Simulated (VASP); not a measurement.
**KBr (strained zincblende), r²SCAN single-point calculation: Ansatz's output and VASP's**

```
K Br
1.0
     0.00000    3.61453    3.82323
     3.61453    0.00000    3.82323
     3.61453    3.61453    0.00000
K Br
1 1
Direct
  0.00000 0.00000 0.00000
  0.25000 0.25000 0.25000
```

Ansatz printed

```
SCF 1 converged in 6 iterations: F = -4339.031243 eV  dr2 = 2.32e-10
  greatest PAW one-centre occupation: 0.989 electrons in one spin orbital (limit 2), on the K atom at site 0 (counted from 0), in its partial waves of l = 0
NSCF: frozen V_eff on 7 k-points
SCF converged after 6 iterations
Free energy (F): -4339.031243 eV
Harris-Foulkes:  -4339.031243 eV  (|F-HF|=1.64e-9)
Internal energy: -4339.031243 eV  (E = F + TS)
E sigma→0 (E₀):  -4339.031243 eV
Fermi energy:    -1.443283 eV
--- Per-component energies (eV) ---
  E_band       = -175.920534
  E_kinetic    = 388.707440
  E_local      = -1042.844170  (includes V_loc(G=0)·N_el)
  E_nonlocal   = 82.398693
  E_hartree    = 358.201514
  E_xc         = -385.454116
  E_vxc        = -302.351829  (∫ρ·V_xc dr)
  E_paw        = -3057.982576  (= ΣΔE_a)
  E_vpaw       = -35.697670  (= ΣTr[D̂ρ^β])
  E_aug_tail   = -0.000002  (compensation charges beyond the density's cutoff)
  E_vtau       = 17.463567  (kinetic-family band-sum trace: ∫τ·v_τ [+ j·A + Jᵃ·Aᵃ] dr)
  E_ewald      = -681.703646
  E_core_change = -0.354379  (= ΣΔE_core)
  E_smearing   = -0.000000  (= −TS)
  E_closure    = -0.000000  (closes the sum)
  Σ components = -4339.031243   (vs F -4339.031243, Δ=0.00e0)
--- Forces (eV/Å), atoms counted from 1 ---
  atom   1  K      0.00000000     0.00000000     0.00000000
  atom   2  Br    -0.00000000    -0.00000000     0.00000000
  max |Σ_I F_I| component: 1.04e-17 eV/Å
--- Stress (GPa, compression-positive) ---
        0.044778       0.000000      -0.000000
        0.000000       0.044778       0.000000
       -0.000000       0.000000       0.004330
  P = ⅓ Tr σ = 0.0313 GPa (0.313 kbar)
--- Band table (eV; the first three rows and the last of 30) ---
  k-point 0: bands = ["-30.3104", "-13.7659", "-13.0363", "-13.0363", "-13.0279", "-1.5062", "-1.4749", "-1.4749", "3.3714", "7.6753", "8.0816", "8.7059"]
  k-point 1: bands = ["-30.3100", "-13.8199", "-13.0377", "-13.0333", "-12.9723", "-1.5981", "-1.4952", "-1.4669", "3.8011", "7.4453", "7.7491", "8.4416"]
  k-point 2: bands = ["-30.3092", "-13.9089", "-13.0405", "-13.0372", "-12.8704", "-1.7791", "-1.4991", "-1.4515", "4.7763", "7.0681", "7.3403", "7.5396"]
  k-point 29: bands = ["-30.3085", "-14.0069", "-13.0505", "-13.0505", "-12.7356", "-1.9185", "-1.4553", "-1.4553", "5.0074", "6.2791", "8.2026", "8.7839"]
```

Datasets and cutoffs are each program's own. VASP's cell holds 16 valence electrons and Ansatz's 16. Ansatz's stress includes a Pulay correction; VASP's doesn't.

What does VASP give for the same cell and level of theory?

gap between bands v and c 4.81 eV; least direct gap 4.85 eV; pressure 0.0 GPa.

From OUTCAR

```
k-points           NKPTS =     30   k-points in BZ     NKDIM =     30   number of bands    NBANDS=     15

   NELECT =      16.0000    total number of electrons

   dimension x,y,z NGX =    40 NGY =   40 NGZ =   40
   dimension x,y,z NGXF=    80 NGYF=   80 NGZF=   80

  energy-cutoff  :      520.00
  volume of cell :       99.90
      direct lattice vectors                 reciprocal lattice vectors
     0.000000000  3.614533308  3.823234865    -0.138330445  0.138330445  0.130779305
     3.614533308  0.000000000  3.823234865     0.138330445 -0.138330445  0.130779305
     3.614533308  3.614533308  0.000000000     0.138330445  0.138330445 -0.130779305

 k-points in reciprocal lattice and weights: KPOINTS created by Atomic Simulation Env
   0.00000000  0.00000000  0.00000000       0.005
   0.16666667  0.00000000  0.00000000       0.037
   0.33333333  0.00000000  0.00000000       0.037
   0.50000000  0.00000000  0.00000000       0.019
   0.16666667  0.16666667  0.00000000       0.009
   0.33333333  0.16666667  0.00000000       0.037
   0.50000000  0.16666667  0.00000000       0.037
  -0.33333333  0.16666667  0.00000000       0.037
   ...

 E-fermi :  -3.3207

 k-point     1 :       0.0000    0.0000    0.0000
  band No.  band energies     occupation
      1     -32.4058      2.00000
      2     -15.8027      2.00000
      3     -15.1315      2.00000
      4     -15.1315      2.00000
      5     -15.1229      2.00000
      6      -3.5283      2.00000
      7      -3.4968      2.00000
      8      -3.4968      2.00000
      9       1.3491      0.00000
     10       5.6557      0.00000
     11       6.0649      0.00000
     12       6.6927      0.00000
     13       6.9394      0.00000
     14       6.9394      0.00000
     15       7.4860      0.00000

 k-point     2 :       0.1667    0.0000    0.0000
  band No.  band energies     occupation
      1     -32.4054      2.00000
      2     -15.8602      2.00000
      3     -15.1329      2.00000
      4     -15.1283      2.00000
      5     -15.0638      2.00000
      6      -3.6203      2.00000
      7      -3.5175      2.00000
      8      -3.4890      2.00000
      9       1.7786      0.00000
     10       5.4247      0.00000
     11       5.7299      0.00000
     12       6.4257      0.00000
     13       6.9159      0.00000
     14       7.3534      0.00000
     15       7.4387      0.00000

 k-point     3 :       0.3333    0.0000    0.0000
  band No.  band energies     occupation
      1     -32.4047      2.00000
      2     -15.9530      2.00000
      3     -15.1355      2.00000
      4     -15.1320      2.00000
      5     -14.9581      2.00000
      6      -3.8019      2.00000
      7      -3.5218      2.00000
      8      -3.4740      2.00000
      9       2.7539      0.00000
     10       5.0482      0.00000
     11       5.3201      0.00000
     12       5.5197      0.00000
     13       6.9139      0.00000
     14       7.0946      0.00000
     15       7.1975      0.00000

 k-point     4 :       0.5000    0.0000    0.0000
  band No.  band energies     occupation
      1     -32.4043      2.00000
      2     -15.9923      2.00000
      3     -15.1369      2.00000
      4     -15.1340      2.00000
      5     -14.9123      2.00000
      6      -3.8778      2.00000
      7      -3.5238      2.00000
      8      -3.4668      2.00000
      9       3.6854      0.00000
     10       4.0047      0.00000
     11       5.2933      0.00000
     12       5.5176      0.00000
     13       6.8295      0.00000
     14       7.0210      0.00000
     15       7.5692      0.00000

 k-point     5 :       0.1667    0.1667    0.0000
  band No.  band energies     occupation
      1     -32.4054      2.00000
      2     -15.8824      2.00000
      3     -15.1350      2.00000
      4     -15.1350      2.00000
      5     -15.0303      2.00000
      6      -3.6550      2.00000
      7      -3.4929      2.00000
      8      -3.4929      2.00000
      9       1.8767      0.00000
     10       4.7647      0.00000
     11       6.2755      0.00000
     12       6.6261      0.00000
     13       7.2016      0.00000
     14       7.2016      0.00000
     15       7.3780      0.00000

 k-point     6 :       0.3333    0.1667    0.0000
  band No.  band energies     occupation
      1     -32.4048      2.00000
      2     -15.9589      2.00000
      3     -15.1385      2.00000
      4     -15.1380      2.00000
      5     -14.9411      2.00000
      6      -3.7725      2.00000
      7      -3.5210      2.00000
      8      -3.4832      2.00000
      9       2.6159      0.00000
     10       4.4151      0.00000
     11       5.7777      0.00000
     12       6.1404      0.00000
     13       7.0765      0.00000
     14       7.0824      0.00000
     15       7.4053      0.00000

 ...

  Total        0.0282947      0.0282947      0.0037489      0.0000000     -0.0000000      0.0000000
  in kB        0.4537855      0.4537855      0.0601249      0.0000000     -0.0000000      0.0000000
  external PRESSURE =       0.3225653 kB  Pullay stress =       0.0000000 kB

 POSITION                                       TOTAL-FORCE (eV/Angst)
 -----------------------------------------------------------------------------------
      0.00000      0.00000      0.00000         0.000000      0.000000     -0.000000
      1.80727      1.80727      1.91162        -0.000000     -0.000000      0.000000
 -----------------------------------------------------------------------------------
    total drift:                               -0.000000     -0.000000     -0.000000

  FREE ENERGIE OF THE ION-ELECTRON SYSTEM (eV)
  ---------------------------------------------------
  free  energy   TOTEN  =       -22.9668931067 eV

  energy  without entropy=      -22.9668931067  energy(sigma->0) =      -22.96689311
```
